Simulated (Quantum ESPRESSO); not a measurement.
The system is Pb.

```
CELL_PARAMETERS angstrom
0.00000 2.47502 2.47502
2.47502 0.00000 2.47502
2.47502 2.47502 0.00000
ATOMIC_POSITIONS crystal
Pb 0.00000 0.00000 0.00000
```

| Property | Result |
| --- | --- |
| Program | Quantum ESPRESSO 7.5 |
| Task | phonon dispersion |
| Functional | LDA |
| Potentials or basis | GBRV 1.5 LDA |
| Cutoff | 612 eV |
| Density cutoff | 4898 eV |
| k mesh | 10 × 10 × 10 |
| Occupations | cold, width 0.2 eV |
| Spin | no spin polarisation |
| Form of the LDA correlation | PZ81 |
| Mixing beta | 0.5 |
| Most SCF iterations | 120 |
| SCF threshold | 2e-10 Ry |
| q mesh | 2 × 2 × 2 |

The cell and the atoms were relaxed first, to 28.76 Å³/atom (a = 3.439 Å, b = 3.439 Å, c = 3.439 Å, α = 60.00°, β = 60.00°, γ = 60.00°), and the response was taken there.

Q: What are the zero-point energy, and the vibrational entropy and heat capacity at 298.15 K?

A: Zero-point energy 9.1 meV/atom; entropy 7.50 k_B/atom (62.3 J/(K·mol of atoms)); Cv 2.98 k_B/atom, 99 % of the classical limit. These are harmonic values without the electrons' part.

Phonon frequencies at the corners of the path (cm⁻¹, interpolated; i marks imaginary ones):
| point | frequencies |
| --- | --- |
| Γ | 0 0 0 |
| X | 49 49 66 |
| W | 51 60 60 |
| K | 44 60 63 |
| L | 35 35 79 |
| U | 44 60 63 |

Harmonic thermodynamics per atom at this volume (zero-point energy 9.1 meV, Debye temperature from the second moment 95 K):
```csv
T (K),free energy (meV),entropy (k_B),heat capacity Cv (k_B)
50,4.9,2.38,2.53
100,-9.9,4.28,2.87
200,-56.4,6.31,2.97
298.15,-115.1,7.50,2.98
500,-260.1,9.04,2.99
800,-513.5,10.45,3.00
```

Phonon states per cell in windows of 5 cm⁻¹ (negative: imaginary):
```
from (cm⁻¹)  total
          0   0.00
          5   0.00
         10   0.02
         15   0.04
         20   0.07
         25   0.12
         30   0.22
         35   0.38
         40   0.41
         45   0.42
         50   0.27
         55   0.22
         60   0.25
         65   0.37
         70   0.16
         75   0.05
```

A q mesh this small can miss soft modes between its points.

Caveat: the q mesh is small, so phonon branches between its points and thermal values are rough.
